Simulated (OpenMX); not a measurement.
# Au (P4/mmm) in OpenMX: a series of runs, part 2 of 2

OpenMX 3.8.5. The steps go on from the part before.

## (5) Single point, PBE

This run uses another cell than the first one, of 21.60 Å³/atom, 1.129 times its volume.

Contents of Au.dat:

```
System.CurrrentDirectory             ./
System.Name                          Au
DATA.PATH                            ./DFT_DATA13
level.of.stdout                      1
level.of.fileout                     0
Species.Number                       1
<Definition.of.Atomic.Species
  Au  Au7.0-s3p2d2f1         Au_PBE13
Definition.of.Atomic.Species>

Atoms.Number                         1
Atoms.SpeciesAndCoordinates.Unit     FRAC
<Atoms.SpeciesAndCoordinates
    1  Au    0.5000000000    0.5000000000    0.5000000000   8.500  8.500
Atoms.SpeciesAndCoordinates>

Atoms.UnitVectors.Unit               Ang
<Atoms.UnitVectors
     2.8033782000    0.0000000000    0.0000000000
     0.0000000000    2.8033782000    0.0000000000
     0.0000000000    0.0000000000    2.7484100000
Atoms.UnitVectors>

scf.XcType                           GGA-PBE
scf.SpinPolarization                 off
scf.ElectronicTemperature            580.226
scf.energycutoff                     400.0
scf.maxIter                          100
scf.EigenvalueSolver                 band
scf.Kgrid                            7 7 7
scf.Mixing.Type                      rmm-diisk
scf.Init.Mixing.Weight               0.05
scf.Min.Mixing.Weight                0.001
scf.Max.Mixing.Weight                0.3
scf.Mixing.History                   25
scf.Mixing.StartPulay                8
scf.criterion                        1.0e-8
scf.stress.tensor                    on
MD.Type                              nomd
```

Potentials or basis: OpenMX 2013 PBE set, Au7.0-s3p2d2f1, grid cutoff 400 Ry.

The run is started by

```sh
$ openmx Au.dat -nt 1 > Au.std
```

Au.out:

```text
Required cutoff energy (Ryd) for 3D-grids = 400.0000
      Used cutoff energy (Ryd) for 3D-grids = 430.7991, 430.7991, 374.6614
  Num. of grids of a-, b-, and c-axes = 35, 35, 32

  Num.Grid1.    35
  Num.Grid2.    35
  Num.Grid3.    32

  Cell_Volume =    145.761024105528 (Bohr^3)
  GridVol     =      0.003718393472 (Bohr^3)
  Cell vectors (bohr) of the grid cell (gtv)
    gtv_a =  0.151360475439,  0.000000000000,  0.000000000000
    gtv_b =  0.000000000000,  0.151360475439,  0.000000000000
    gtv_c =  0.000000000000,  0.000000000000,  0.162304431383
    |gtv_a| =  0.151360475439
    |gtv_b| =  0.151360475439
    |gtv_c| =  0.162304431383

***********************************************************

***********************************************************
                  SCF history at MD= 1
***********************************************************

   SCF=   1  NormRD=  1.000000000000  Uele= -16.077350410244
   SCF=   2  NormRD=  0.792546749269  Uele= -16.145527196113
   SCF=   3  NormRD=  0.613888692252  Uele= -16.297527143072
   SCF=   4  NormRD=  0.342061490852  Uele= -16.546060421314
   SCF=   5  NormRD=  0.222489112473  Uele= -16.647738967803
   SCF=   6  NormRD=  0.153333565423  Uele= -16.691717931527
[... 151 lines left out ...]
  px          0    0.991654040  0.991654040   1.983308080   0.000000000
  py          0    0.991654066  0.991654066   1.983308133   0.000000000
  pz          0    0.991428495  0.991428495   1.982856991   0.000000000
   sum over m      2.974736602  2.974736602   5.949473204   0.000000000
  px          1    0.093537017  0.093537017   0.187074033   0.000000000
  py          1    0.093537389  0.093537389   0.187074778   0.000000000
  pz          1    0.093750979  0.093750979   0.187501957   0.000000000
   sum over m      0.280825384  0.280825384   0.561650769   0.000000000
   sum over m+mul  3.255561986  3.255561986   6.511123972   0.000000000
  d3z^2-r^2   0    0.921250822  0.921250822   1.842501644   0.000000000
  dx^2-y^2    0    0.924602364  0.924602364   1.849204729   0.000000000
  dxy         0    0.982409870  0.982409870   1.964819740   0.000000000
  dxz         0    0.981269101  0.981269101   1.962538202   0.000000000
  dyz         0    0.981269088  0.981269088   1.962538175   0.000000000
   sum over m      4.790801245  4.790801245   9.581602490   0.000000000
  d3z^2-r^2   1   -0.000429826 -0.000429826  -0.000859652   0.000000000
  dx^2-y^2    1   -0.000231476 -0.000231476  -0.000462951   0.000000000
  dxy         1    0.003462007  0.003462007   0.006924013   0.000000000
  dxz         1    0.003475053  0.003475053   0.006950106   0.000000000
  dyz         1    0.003475051  0.003475051   0.006950102   0.000000000
   sum over m      0.009750809  0.009750809   0.019501618   0.000000000
   sum over m+mul  4.800552054  4.800552054   9.601104108   0.000000000
  f5z^2-3r^2  0    0.005254450  0.005254450   0.010508900   0.000000000
  f5xz^2-xr^2 0    0.005464076  0.005464076   0.010928152   0.000000000
  f5yz^2-yr^2 0    0.005464094  0.005464094   0.010928188   0.000000000
  fzx^2-zy^2  0    0.004790076  0.004790076   0.009580152   0.000000000
  fxyz        0    0.001181389  0.001181389   0.002362778   0.000000000
  fx^3-3*xy^2 0    0.005031523  0.005031523   0.010063047   0.000000000
  f3yx^2-y^3  0    0.005031530  0.005031530   0.010063059   0.000000000
   sum over m      0.032217137  0.032217137   0.064434274   0.000000000
   sum over m+mul  0.032217137  0.032217137   0.064434274   0.000000000

***********************************************************
       xyz-coordinates (Ang) and forces (Hartree/Bohr)
***********************************************************

<coordinates.forces
  1
    1    Au     1.40169   1.40169   1.37420   0.000000000000  0.000000000000 -0.000000000000
coordinates.forces>

***********************************************************
       Fractional coordinates of the final structure
***********************************************************

     1     Au     0.50000000000000   0.50000000000000   0.50000000000000
```

It took 58 s on 1 thread of Arm Neoverse V1, shared host; peak memory 0.68 GiB.

What came out:

* Free energy: -2872.4614 eV
* Pressure: -2.8 GPa
* Band gap on the k mesh: none (metal or under the smearing width)

Caveat: the basis of atomic orbitals isn't converged, which shifts pressures, moduli and gaps. Spin-orbit coupling is left out, which matters for the levels of Au.

## (6) Single point, PBE

This run uses another cell than the first one, of 22.45 Å³/atom, 1.174 times its volume.

Au.dat, as its differences from that of step 5:

```diff
@@ -18,4 +18,4 @@
 <Atoms.UnitVectors
-     2.8033782000    0.0000000000    0.0000000000
-     0.0000000000    2.8033782000    0.0000000000
+     2.8583464000    0.0000000000    0.0000000000
+     0.0000000000    2.8583464000    0.0000000000
      0.0000000000    0.0000000000    2.7484100000
```

Potentials or basis: OpenMX 2013 PBE set, Au7.0-s3p2d2f1, grid cutoff 400 Ry.

The run is started by

```sh
$ openmx Au.dat -nt 1 > Au.std
```

Au.out:

```text
Required cutoff energy (Ryd) for 3D-grids = 400.0000
      Used cutoff energy (Ryd) for 3D-grids = 414.3892, 414.3892, 374.6614
  Num. of grids of a-, b-, and c-axes = 35, 35, 32

  Num.Grid1.    35
  Num.Grid2.    35
  Num.Grid3.    32

  Cell_Volume =    151.533183076259 (Bohr^3)
  GridVol     =      0.003865642425 (Bohr^3)
  Cell vectors (bohr) of the grid cell (gtv)
    gtv_a =  0.154328327898,  0.000000000000,  0.000000000000
    gtv_b =  0.000000000000,  0.154328327898,  0.000000000000
    gtv_c =  0.000000000000,  0.000000000000,  0.162304431383
    |gtv_a| =  0.154328327898
    |gtv_b| =  0.154328327898
    |gtv_c| =  0.162304431383

***********************************************************

[... 174 lines left out ...]
   sum over m      4.797786457  4.797786457   9.595572913   0.000000000
  d3z^2-r^2   1    0.000621833  0.000621833   0.001243667   0.000000000
  dx^2-y^2    1    0.000987738  0.000987738   0.001975476   0.000000000
  dxy         1    0.003199624  0.003199624   0.006399248   0.000000000
  dxz         1    0.003295939  0.003295939   0.006591878   0.000000000
  dyz         1    0.003295942  0.003295942   0.006591885   0.000000000
   sum over m      0.011401077  0.011401077   0.022802154   0.000000000
   sum over m+mul  4.809187534  4.809187534   9.618375067   0.000000000
  f5z^2-3r^2  0    0.004914423  0.004914423   0.009828846   0.000000000
  f5xz^2-xr^2 0    0.005414424  0.005414424   0.010828848   0.000000000
  f5yz^2-yr^2 0    0.005414439  0.005414439   0.010828878   0.000000000
  fzx^2-zy^2  0    0.004167406  0.004167406   0.008334812   0.000000000
  fxyz        0    0.001132756  0.001132756   0.002265513   0.000000000
  fx^3-3*xy^2 0    0.004586059  0.004586059   0.009172118   0.000000000
  f3yx^2-y^3  0    0.004586064  0.004586064   0.009172127   0.000000000
   sum over m      0.030215571  0.030215571   0.060431142   0.000000000
   sum over m+mul  0.030215571  0.030215571   0.060431142   0.000000000

***********************************************************
       xyz-coordinates (Ang) and forces (Hartree/Bohr)
***********************************************************

<coordinates.forces
  1
    1    Au     1.42917   1.42917   1.37420   0.000000000001 -0.000000000000 -0.000000000000
coordinates.forces>

***********************************************************
       Fractional coordinates of the final structure
***********************************************************

     1     Au     0.50000000000000   0.50000000000000   0.50000000000000
```

Run time: 54 s. Hardware: 1 thread of Arm Neoverse V1, shared host; peak memory 0.67 GiB.

What came out:

* Free energy: -2872.4283 eV
* Pressure: -5.6 GPa
* Band gap on the k mesh: none (metal or under the smearing width)

Caveat: the basis of atomic orbitals isn't converged, which shifts pressures, moduli and gaps.

## (7) The runs side by side

| cell | gap on the mesh (eV) | pressure (GPa) |
| --- | --- | --- |
| P4/mmm, 19.13 Å³/atom | none | 13.5 |
| P4/mmm, 19.94 Å³/atom | none | 6.4 |
| Pm-3m, 20.76 Å³/atom | none | 1.1 |
| P4/mmm, 21.6 Å³/atom | none | -2.8 |
| P4/mmm, 22.45 Å³/atom | none | -5.6 |

Alike in all rows: task single point; level PBE; potentials or basis OpenMX 2013 PBE set, Au7.0-s3p2d2f1, grid cutoff 400 Ry; no spin polarisation; k mesh 7 × 7 × 7; smearing fermi-dirac 0.05 eV.

Caveats: the basis of atomic orbitals isn't converged, which shifts pressures, moduli and gaps.

Absolute energies hang on the potentials; compare differences alone.
